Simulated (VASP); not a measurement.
All values below come from PBEsol GGA, VASP's PBE PAW potentials (set 64) (plane waves; VASP 6.6.1).

VASP ran on this input.

**KPOINTS**
```
k-points along high-symmetry lines
15
Line-mode
Reciprocal
  0.000000   0.000000   0.000000 ! GAMMA
 -0.500000  -0.500000   0.000000 ! X

 -0.500000  -0.500000   0.000000 ! X
 -0.375000  -0.375000   0.250000 ! U

 -0.375000   0.000000   0.375000 ! K
  0.000000   0.000000   0.000000 ! GAMMA

  0.000000   0.000000   0.000000 ! GAMMA
  0.000000   0.000000   0.500000 ! L

  0.000000   0.000000   0.500000 ! L
 -0.500000  -0.250000   0.250000 ! W

 -0.500000  -0.250000   0.250000 ! W
 -0.500000  -0.500000   0.000000 ! X
```

INCAR:
```
ALGO  =  Normal
EDIFF  =  1E-7
ENCUT  =  520
GGA  =  PS
ICHARG  =  11
ISMEAR  =  0
LASPH  =  .TRUE.
LCHARG  =  .FALSE.
LMAXMIX  =  4
LORBIT  =  11
LREAL  =  .FALSE.
LWAVE  =  .FALSE.
NELM  =  100
PREC  =  Accurate
SIGMA  =  0.05
SYSTEM  =  InN
```

File POSCAR:
```
InN
3.5281190
  0.0000000000   0.7071067041   0.7071067041
  0.7071067041   0.0000000000   0.7071067041
  0.7071067041   0.7071067041   0.0000000000
In N
1 1
Cartesian
  0.0000000000   0.0000000000   0.0000000000
  0.3535533521   0.3535533521   0.3535533521
```

POTCAR, in this order: In_d N (PBE.64 set). Program: vasp_std. Read from the step before: CHGCAR.

The run wrote:

**OUTCAR**
```
 ion  position               nearest neighbor table
   1  0.000  0.000  0.000-   2 2.16   2 2.16   2 2.16   2 2.16
   2  0.250  0.250  0.250-   1 2.16   1 2.16   1 2.16   1 2.16
  LATTYP: Found a face centered cubic cell.
 ALAT       =     4.9895131956
 Subroutine PRICEL returns:
 Original cell was already a primitive cell.
 Subroutine GETGRP returns: Found 24 space group operations
The static configuration has the point symmetry T_d .
The dynamic configuration has the point symmetry T_d .
 Subroutine INISYM returns: Found 24 space group operations
   k-points           NKPTS =     90   k-points in BZ     NKDIM =     90   number of bands    NBANDS=     13
   number of dos      NEDOS =    301   number of ions     NIONS =      2
   total plane-waves  NPLWV =  21952
   dimension x,y,z NGX =    28 NGY =   28 NGZ =   28
   dimension x,y,z NGXF=    56 NGYF=   56 NGZF=   56
   ions per type =               1   1
   PREC   = accura    normal or accurate (medium, high low for compatibility)
   ISTART =      0    job   : 0-new  1-cont  2-samecut
   ICHARG =     11    charge: 1-file 2-atom 10-const
   ISPIN  =      1    spin polarized calculation?
   LNONCOLLINEAR =      F non collinear calculations
   LSORBIT =      F    spin-orbit coupling
   INIWAV =      1    electr: 0-lowe 1-rand  2-diag
   ENCUT  =  520.0 eV  38.22 Ry    6.18 a.u.   6.56  6.56  6.56*2*pi/ulx,y,z
   NELM   =    100;   NELMIN=  2; NELMDL= -5     # of ELM steps
   EDIFF  = 0.1E-06   stopping-criterion for ELM
   LREAL  =      F    real-space projection
   NLSPLINE    = F    spline interpolate recip. space projectors
   LMAXMIX     =    4 max onsite mixed and CHGCAR
   VOSKOWN=      0    Vosko Wilk Nusair interpolation
   EDIFFG = 0.1E-05   stopping-criterion for IOM
   NSW    =      0    number of steps for IOM
   NBLOCK =      1;   KBLOCK =      1    inner block; outer block
   IBRION =     -1    ionic relax: 0-MD 1-quasi-New 2-CG
   NFREE  =      0    steps in history (QN), initial steepest desc. (CG)
   ISIF   =      2    stress and relaxation
   ISYM   =      2    0-nonsym 1-usesym 2-fastsym
   TEIN   =    0.0    initial temperature
   TEBEG  =    0.0;   TEEND  =   0.0 temperature during run
   SMASS  =  -3.00    Nose mass-parameter (am)
   PSTRESS=    0.0 pullay stress
   NELECT =      18.0000    total number of electrons
   EFERMI =   0.00;   METHOD = LEGACY
   ISMEAR =     0;   SIGMA  =   0.05  broadening in eV -4-tet -1-fermi 0-gaus
   IALGO  =     38    algorithm
   LDIAG  =      T    sub-space diagonalisation (order eigenvalues)
   IMIX   =      4    mixing-type and parameters
     AMIX     =   0.40;   BMIX     =  1.00
     AMIX_MAG =   1.60;   BMIX_MAG =  1.00
     AMIN     =   0.10
   GGA     = PS    functional components
   VOSKOWN =     0    Vosko Wilk Nusair interpolation
   LHFCALC =     F    Hartree Fock is set to
   LHFONE  =     F    Hartree Fock one center treatment
   AEXX    =    0.0000 exact exchange contribution
   IVDW    =     0    specifies the selected vdW correction
   LEPSILON=     F    determine dielectric tensor
   LRPA    =     F    only Hartree local field effects (RPA)
  energy-cutoff  :      520.00
  volume of cell :       31.05
      direct lattice vectors                 reciprocal lattice vectors
     0.000000000  2.494756598  2.494756598    -0.200420354  0.200420354  0.200420354
     2.494756598  0.000000000  2.494756598     0.200420354 -0.200420354  0.200420354
     2.494756598  2.494756598  0.000000000     0.200420354  0.200420354 -0.200420354
 k-point     1 :   0.0000 0.0000 0.0000  plane waves:     869
 k-point     2 :  -0.0357-0.0357 0.0000  plane waves:     869
 k-point     3 :  -0.0714-0.0714 0.0000  plane waves:     861
 k-point     4 :  -0.1071-0.1071 0.0000  plane waves:     865
 k-point     5 :  -0.1429-0.1429 0.0000  plane waves:     861
 k-point     6 :  -0.1786-0.1786 0.0000  plane waves:     853
 k-point     7 :  -0.2143-0.2143 0.0000  plane waves:     849
 k-point     8 :  -0.2500-0.2500 0.0000  plane waves:     833
 k-point     9 :  -0.2857-0.2857 0.0000  plane waves:     833
 k-point    10 :  -0.3214-0.3214 0.0000  plane waves:     833
...
```

OSZICAR:
```
       N       E                     dE             d eps       ncg     rms          rms(c)
DAV:   1     0.125009519430E+03    0.12501E+03   -0.92491E+03  2363   0.186E+03
DAV:   2    -0.526434796204E+00   -0.12554E+03   -0.12041E+03  2615   0.380E+02
DAV:   3    -0.103263703282E+02   -0.97999E+01   -0.95716E+01  2790   0.106E+02
DAV:   4    -0.106070577665E+02   -0.28069E+00   -0.27567E+00  2694   0.184E+01
DAV:   5    -0.106188435079E+02   -0.11786E-01   -0.11784E-01  3190   0.350E+00
DAV:   6    -0.106191998851E+02   -0.35638E-03   -0.35638E-03  2943   0.506E-01
DAV:   7    -0.106192058957E+02   -0.60106E-05   -0.60113E-05  3275   0.685E-02
DAV:   8    -0.106192059709E+02   -0.75105E-07   -0.75522E-07  2752   0.759E-03
   1 F= -.10619206E+02 E0= -.10617581E+02  d E =-.325058E-02
```

OUTCAR:
```
 val. band max:        6.3595244225   @ k =   0.0000   0.0000   0.0000

 cond. band min:       6.5729735893   @ k =   0.0000   0.0000   0.0357



 k-point     1 :       0.0000    0.0000    0.0000
  band No.  band energies     occupation
      1      -8.2089      2.00000
      2      -6.9824      2.00000
      3      -6.9824      2.00000
      4      -6.9824      2.00000
      5      -6.5989      2.00000
      6      -6.5989      2.00000
      7       5.9010      2.00000
      8       6.3595      1.49867
      9       6.3595      1.49867
     10       6.3595      1.49866
     11      15.6884      0.00000
     12      15.6884      0.00000
     13      15.6884      0.00000

 k-point     2 :      -0.0357   -0.0357    0.0000
  band No.  band energies     occupation
      1      -8.2093      2.00000
      2      -6.9780      2.00000
      3      -6.9780      2.00000
      4      -6.9646      2.00000
      5      -6.6009      2.00000
      6      -6.5975      2.00000
      7       5.6228      2.00000
      8       6.3262      1.89362
      9       6.3262      1.89361
     10       6.6471      0.00000
     11      15.5716      0.00000
     12      15.7027      0.00000
     13      15.7027      0.00000

 k-point     3 :      -0.0714   -0.0714    0.0000
  band No.  band energies     occupation
      1      -8.2111      2.00000
      2      -6.9648      2.00000
      3      -6.9648      2.00000
      4      -6.9112      2.00000
      5      -6.6063      2.00000
      6      -6.5934      2.00000
      7       5.2069      2.00000
      8       6.2288      1.99999
      9       6.2288      1.99999
     10       7.0890      0.00000
     11      15.2583      0.00000
     12      15.7467      0.00000
     13      15.7467      0.00000

 k-point     4 :      -0.1071   -0.1071    0.0000
  band No.  band energies     occupation
      1      -8.2163      2.00000
      2      -6.9434      2.00000
      3      -6.9434      2.00000
      4      -6.8247      2.00000
...
```

The density is held fixed in this step, so its total energy and stress have no physical meaning. Unless said otherwise, spin-orbit coupling is left out, though it shifts the bands of the heavy elements here.

The structure was generated: InN was put into the zinc blende type (F-43m), which need not be its known phase. It was relaxed first.
